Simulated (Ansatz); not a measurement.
**AlN: how well frozen cores do**

The same cell of AlN is computed with LAPW, all electrons, PAW with frozen cores and datasets made for this crystal, to set the results side by side.

Program: Ansatz 0.2.0. Level of theory: DFT PBE, scalar-relativistic. These are calculated values, not measurements.

### 1 The structure to begin with

Symmetry: Fm-3m, No. 225, cubic system. The conventional cell has a = 3.956 Å, b = 3.956 Å, c = 3.956 Å, α = 90.00°, β = 90.00°, γ = 90.00°. Al (site symmetry m-3m) is surrounded by 6 N at 1.98 Å. N (site symmetry m-3m) has 6 Al at 1.98 Å as nearest neighbours.

Coordinates:

```
CELL_PARAMETERS angstrom
0.00000 1.97800 1.97800
1.97800 0.00000 1.97800
1.97800 1.97800 0.00000
ATOMIC_POSITIONS crystal
Al 0.00000 0.00000 0.00000
N 0.50000 0.50000 0.50000
```

The cell comes from a crystallographic database entry that wasn't checked; take it as a given geometry, which may be far from equilibrium.

Atoms are numbered in the order of the input: Al1, N2.

### 2 LAPW, all electrons

Contents of input.yaml:

```yaml
crystal:
  lattice:
    - [0.0, 1.978, 1.978]
    - [1.978, 0.0, 1.978]
    - [1.978, 1.978, 0.0]
  atoms:
    - { symbol: Al, position: [0.0, 0.0, 0.0] }
    - { symbol: "N", position: [0.5, 0.5, 0.5] }
kpoints:
  mp_grid: { grid: [10, 10, 10] }
  band_path:
    path:
      - [0.0, 0.0, 0.0]
      - [0.5, 0.0, 0.5]
      - [0.625, 0.25, 0.625]
      - [0.375, 0.375, 0.75]
      - [0.0, 0.0, 0.0]
      - [0.5, 0.5, 0.5]
      - [0.5, 0.25, 0.75]
      - [0.5, 0.0, 0.5]
    npoints: 14
scf:
  occupations: { method: fermi_dirac, width: 0.02 }
hamiltonian:
  xc: pbe
  pseudopotentials: { kind: all_electron, lapw: { basis_error: 0.001 } }
output:
  forces: true
  stress: true
  eigenvalues: true
  populations: true
  dos: { projected: true, de: 0.2, e_range: [-14, 8] }
```

Launch:

```
$ ansatz run input.yaml --threads 1 --pin off --max-ram 3072MiB --backend cpu --events-out ev --progress --plain --runs-dir out
```

### 3 PAW with frozen cores

Changes to input.yaml since step 2:

```diff
@@ -25,3 +25,3 @@
   xc: pbe
-  pseudopotentials: { kind: all_electron, lapw: { basis_error: 0.001 } }
+  pseudopotentials: { kind: paw }
 output:
@@ -30,3 +30,9 @@
   eigenvalues: true
+  efg: { contact_densities: true }
   populations: true
+  bader: true
   dos: { projected: true, de: 0.2, e_range: [-14, 8] }
+  write_density: true
+  write_potential: true
+  elf: true
+  volumetric_format: npy
```

### 4 Datasets made for this crystal

Changes to input.yaml since step 3:

```diff
@@ -20,3 +20,3 @@
       - [0.5, 0.0, 0.5]
-    npoints: 14
+    npoints: 8
 scf:
@@ -25,3 +25,3 @@
   xc: pbe
-  pseudopotentials: { kind: paw }
+  pseudopotentials: { kind: all_electron, datasets: crystal }
 output:
@@ -31,8 +31 @@
   efg: { contact_densities: true }
-  populations: true
-  bader: true
-  dos: { projected: true, de: 0.2, e_range: [-14, 8] }
-  write_density: true
-  write_potential: true
-  elf: true
-  volumetric_format: npy
```

(Steps that only read results are left out.)

Q: Predict the outcome of this session. Wanted: pressure; gap; Bader charges; highest ELF.

The runs gave:

| quantity | value |
| --- | --- |
| pressure | LAPW 25.51, PAW 25.56, crystal datasets 25.51 GPa |
| gap (LAPW) | 5.19 eV, indirect from Γ to X |
| Bader charges (PAW) | Al1 +2.50, N2 -2.50 e |
| highest ELF (PAW) | 0.84, 0.79 Å from N |

The pressure of 25.5 GPa pushes the cell to expand, with the atoms held in place. A gap opens: 5.19 eV, indirect from Γ to X. It is the Kohn-Sham gap of a semilocal functional, which mostly lies below the gap found in experiment. N 2p states make 95 % of the projected weight in the top eV of the valence band. The projection holds only the free atom's occupied shells (Al 3s, Al 3p, N 2s, N 2p in this range). PAW lies +0.05 GPa from LAPW in pressure and -0.01 eV in the gap.
